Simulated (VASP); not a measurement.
# InP (F-43m) in VASP: further runs, part 2 of 2

VASP 6.6.1.

**4. Single point, PBE**

This run uses another cell than the first one, of 26.46 Å³/atom, 1.052 times its volume.

INCAR

```
SYSTEM = InP
PREC = Accurate
ENCUT = 520
EDIFF = 1E-7
ISMEAR = 0
SIGMA = 0.02
LREAL = .FALSE.
LASPH = .TRUE.
NELM = 60
ALGO = Normal
ISIF = 2
LWAVE = .FALSE.
LCHARG = .FALSE.
GGA = PE
NBANDS = 16
```

KPOINTS

```
regular mesh
0
G
  10 10 10
  0 0 0
```

POSCAR

```
InP
1.0
    0.0000000000      2.9800342107      2.9800342107
    2.9800342107      0.0000000000      2.9800342107
    2.9800342107      2.9800342107      0.0000000000
In P
1 1
Direct
    0.0000000000      0.0000000000      0.0000000000
    0.2500000000      0.2500000000      0.2500000000
```

Potentials or basis: VASP PAW PBE potentials, release 64 (In_d, P).

Launch:

```
$ cat potpaw_PBE.64/In_d/POTCAR potpaw_PBE.64/P/POTCAR > POTCAR
$ mpirun -np 1 vasp_std > vasp.out
```

OUTCAR:

```text
SYSTEM = InP
   PREC = Accurate
   ENCUT = 520
   EDIFF = 1E-7
   ISMEAR = 0
   LREAL = .FALSE.
   LASPH = .TRUE.
   NELM = 60
   ISIF = 2
   GGA = PE

 ion  position               nearest neighbor table
   1  0.000  0.000  0.000-   2 2.58   2 2.58   2 2.58   2 2.58
   2  0.250  0.250  0.250-   1 2.58   1 2.58   1 2.58   1 2.58

  LATTYP: Found a face centered cubic cell.
 ALAT       =     5.9600684214

  Lattice vectors:

 A1 = (   0.0000000000,   2.9800342107,   2.9800342107)
 A2 = (   2.9800342107,   0.0000000000,   2.9800342107)
 A3 = (   2.9800342107,   2.9800342107,   0.0000000000)

Analysis of symmetry for initial positions (statically):
=====================================================================
 Subroutine PRICEL returns:
 Original cell was already a primitive cell.

 Routine SETGRP: Setting up the symmetry group for a
 face centered cubic supercell.

 Subroutine GETGRP returns: Found 24 space group operations
 (whereof 24 operations were pure point group operations)
 out of a pool of 48 trial point group operations.

The static configuration has the point symmetry T_d .

Analysis of symmetry for dynamics (positions and initial velocities):
=====================================================================
 Subroutine PRICEL returns:
 Original cell was already a primitive cell.

 Routine SETGRP: Setting up the symmetry group for a
 face centered cubic supercell.

 Subroutine GETGRP returns: Found 24 space group operations
 (whereof 24 operations were pure point group operations)
 out of a pool of 48 trial point group operations.

The dynamic configuration has the point symmetry T_d .

 Subroutine INISYM returns: Found 24 space group operations
 (whereof 24 operations are pure point group operations),
 and found     1 'primitive' translations
[... 103 lines left out ...]
   POTIM  = 0.5000    time-step for ionic-motion
   TEBEG  =    0.0;   TEEND  =   0.0 temperature during run
   PSTRESS=    0.0 pullay stress
   NELECT =      18.0000    total number of electrons
   NUPDOWN=      -1.0000    fix difference up-down
   EMIN   =  10.00;   EMAX   =-10.00  energy-range for DOS
   EFERMI =   0.00;   METHOD = LEGACY
   ISMEAR =     0;   SIGMA  =   0.02  broadening in eV -4-tet -1-fermi 0-gaus
   EFERMI_NEDOS =   21; number of points for ismear=-14 and -15
   IALGO  =     38    algorithm
   IMIX   =      4    mixing-type and parameters
     AMIX     =   0.40;   BMIX     =  1.00
     AMIX_MAG =   1.60;   BMIX_MAG =  1.00
  volume/ion in A,a.u.               =      26.46       178.59
  Fermi-wavevector in a.u.,A,eV,Ry     =   1.142706  2.159401 17.766167  1.305776
  Thomas-Fermi vector in A             =   2.279403
   LORBIT       =      0    0 simple, 1 ext, 2 COOP (PROOUT), +10 PAW based schemes
   GGA     = PE    functional components
   LHFCALC =     F    Hartree Fock is set to
   AEXX    =    0.0000 exact exchange contribution
   IVDW    =     0    specifies the selected vdW correction
   LEPSILON=     F    determine dielectric tensor
   LRPA    =     F    only Hartree local field effects (RPA)
 non-spin polarized calculation
 Gauss-broadening in eV      SIGMA  =   0.02
  energy-cutoff  :      520.00
  volume of cell :       52.93
 maximum number of plane-waves:      1458
   NGX = 15   NGY = 15   NGZ = 15

 number of electron      18.0000005 magnetization

 Free energy of the ion-electron system (eV)
  ---------------------------------------------------
  ext. energy  EPLUGINS =         0.00000000
  ---------------------------------------------------
  free energy    TOTEN  =        -8.40801282 eV

  energy without entropy =       -8.40801282  energy(sigma->0) =       -8.40801282

 E-fermi :   4.8016     XC(G=0):  -9.0618

 val. band max:        4.6535541780   @ k =   0.0000   0.0000   0.0000
 cond. band min:       5.0912293294   @ k =   0.0000   0.0000   0.0000
 fundamental gap:      0.4376751514
 Fermi energy:         4.8015513321

 k-point     1 :       0.0000    0.0000    0.0000
  band No.  band energies     occupation
      1      -9.4407      2.00000
      2      -9.4407      2.00000
      3      -9.4407      2.00000
      4      -9.3122      2.00000
      5      -9.3122      2.00000
      6      -6.5313      2.00000
[... 433 lines left out ...]
      3      -9.3737      2.00000
      4      -9.3405      2.00000
      5      -9.2899      2.00000
      6      -4.9986      2.00000
[... 8 lines left out ...]
     15      15.1828      0.00000
     16      17.0887      0.00000

 [... further k-points ...]
[... 5 lines left out ...]
  --------------------------------------------------------------------------------------
  -------------------------------------------------------------------------------------
  Total       -0.0209904     -0.0209904     -0.0209904     -0.0000000      0.0000000     -0.0000000
  in kB       -0.6353862     -0.6353862     -0.6353862     -0.0000000      0.0000000     -0.0000000
  external PRESSURE =      -0.6353862 kB  Pullay stress =       0.0000000 kB

 VOLUME and BASIS-vectors are now :
 -----------------------------------------------------------------------------
  energy-cutoff  :      520.00
  volume of cell :       52.93
      direct lattice vectors                 reciprocal lattice vectors
     0.000000000  2.980034211  2.980034211    -0.167783309  0.167783309  0.167783309
     2.980034211  0.000000000  2.980034211     0.167783309 -0.167783309  0.167783309
     2.980034211  2.980034211  0.000000000     0.167783309  0.167783309 -0.167783309

 POSITION                                       TOTAL-FORCE (eV/Angst)
 -----------------------------------------------------------------------------------
      0.00000      0.00000      0.00000        -0.000000     -0.000000     -0.000000
      1.49002      1.49002      1.49002         0.000000      0.000000      0.000000
 -----------------------------------------------------------------------------------
    total drift:                               -0.000000     -0.000000     -0.000000

  FREE ENERGIE OF THE ION-ELECTRON SYSTEM (eV)
  ---------------------------------------------------
  free  energy   TOTEN  =        -8.4080128154 eV

  energy  without entropy=       -8.4080128154  energy(sigma->0) =       -8.40801282
```

stdout:

```text
POSCAR found type information on POSCAR InP
 POSCAR found :  2 types and       2 ions
 scaLAPACK will be used
 LDA part: xc-table for (Slater+PW92), standard interpolation
 POSCAR, INCAR and KPOINTS ok, starting setup
 FFT: planning ... GRIDC
 FFT: planning ... GRID_SOFT
 FFT: planning ... GRID
 WAVECAR not read
 entering main loop
```

It took 26 s on 1 thread of Intel Xeon 6975P-C, shared host; peak memory 0.19 GiB.

Results:

| Item | Value |
| --- | --- |
| Free energy | -8.4080 eV |
| Pressure | -0.1 GPa |
| Band gap on the k mesh | 0.44 eV, direct |

Caveat: spin-orbit coupling is left out, which moves the levels of the heavy elements.

**5. Relaxation of cell and atoms, PBE**

INCAR

```
SYSTEM = InP
PREC = Accurate
ENCUT = 600
EDIFF = 1E-6
ISMEAR = 0
SIGMA = 0.02
LREAL = .FALSE.
LASPH = .TRUE.
NELM = 80
ALGO = Normal
ISIF = 3
LWAVE = .FALSE.
LCHARG = .FALSE.
GGA = PE
IBRION = 2
NSW = 100
EDIFFG = -0.01
```

KPOINTS

```
Automatic mesh
0
G
  8 8 8
  0 0 0
```

POSCAR

```
InP
1.0
    0.0000000000      2.9305000300      2.9305000300
    2.9305000300      0.0000000000      2.9305000300
    2.9305000300      2.9305000300      0.0000000000
In P
1 1
Direct
    0.0000000000      0.0000000000      0.0000000000
    0.2500000000      0.2500000000      0.2500000000
```

Launch:

```
$ cat potpaw_PBE.64/In_d/POTCAR potpaw_PBE.64/P/POTCAR > POTCAR
$ mpirun -np 1 vasp_std > vasp.out
```

Run time: 58 s. Hardware: 1 thread of Intel Xeon 6975P-C, shared host; peak memory 0.23 GiB.

It converged, with:

| Item | Value |
| --- | --- |
| Free energy | -8.4060 eV |
| Relaxed volume | 26.44 Å³/atom |
| Relaxed cell | a = 4.213 Å, b = 4.213 Å, c = 4.213 Å, α = 60.00°, β = 60.00°, γ = 60.00° |
| Space group after relaxing (to 0.05 Å) | F-43m (No. 216) |
| Energy gained by relaxing | 12.5 meV/atom |
| Ionic steps | 3 |
| Pressure after relaxing | 0.0 GPa |
| Band gap on the k mesh | 0.44 eV, direct |

Step by step:
```tsv
step	energy change (eV)	largest force (eV/Å)	pressure (GPa)	volume (Å³)
1	0.0000	0.0000	3.30	50.33
2	-0.0192	0.0000	-1.39	54.20
3	-0.0251	0.0000	0.01	52.88
```

Final structure:
```yaml
crystal:
  lattice:
    - [0.00000, 2.97915, 2.97915]
    - [2.97915, 0.00000, 2.97915]
    - [2.97915, 2.97915, 0.00000]
  atoms:
    - { symbol: In, position: [0.00000, 0.00000, 0.00000] }
    - { symbol: P, position: [0.25000, 0.25000, 0.25000] }
```

Levels at points of the mesh, in eV from the valence-band top:
```tsv
k point	band 7	band 8	band 9	band 10	band 11	band 12
(0.00, 0.00, 0.00)	0.00	0.00	0.00	0.44	4.09	4.09
(0.50, 0.00, 0.00)	-5.48	-0.90	-0.90	1.38	4.80	4.80
(0.50, 0.50, 0.00)	-5.54	-2.16	-2.16	1.84	2.26	8.91
```

Caveat: spin-orbit coupling is left out, which moves the levels of the heavy elements. Zero-point motion and thermal expansion aren't in these numbers.

**6. The runs side by side**

| task | cell | k mesh | cutoff (eV) | smearing | gap on the mesh (eV) | pressure (GPa) |
| --- | --- | --- | --- | --- | --- | --- |
| single point | a = 4.144 Å, angles 60.0°, 2 atoms | 6 × 6 × 6 | 520 | gaussian 0.1 eV | 0.71 | 3.3 |
| single point | a = 4.214 Å, angles 60.0°, 2 atoms | 8 × 8 × 8 | 520 | gaussian 0.02 eV | 0.44 | -0.1 |
| single point | a = 4.214 Å, angles 60.0°, 2 atoms | 10 × 10 × 10 | 520 | gaussian 0.02 eV | 0.44 | -0.1 |
| relaxation of cell and atoms | relaxed from a = 4.144 Å, angles 60.0°, 2 atoms | 8 × 8 × 8 | 600 | gaussian 0.02 eV | 0.44 | 0.0 |

Alike in all rows: level PBE; potentials or basis VASP PAW PBE potentials, release 64 (In_d, P); no spin polarisation.

Caveats: spin-orbit coupling is left out, which moves the levels of the heavy elements.

Absolute energies hang on the potentials; compare differences alone.

**7. Comparison with measurements**

Step 3. Measured gap of InP: 1.4236 eV (direct; 1.6 K; a printed reference work, data compilation). This calculation gives 0.44 eV (-0.99 eV). Spin-orbit coupling on In is left out. The value is that of PBE, without temperature or zero-point motion. Semilocal functionals fall short of measured gaps as a rule.

Step 4. A measured gap of InP is 1.4236 eV (direct; 1.6 K; a printed reference work, data compilation); the calculated 0.44 eV misses it by -0.99 eV. Spin-orbit coupling on In is left out. The value is that of PBE, without temperature or zero-point motion. Semilocal functionals fall short of measured gaps as a rule.
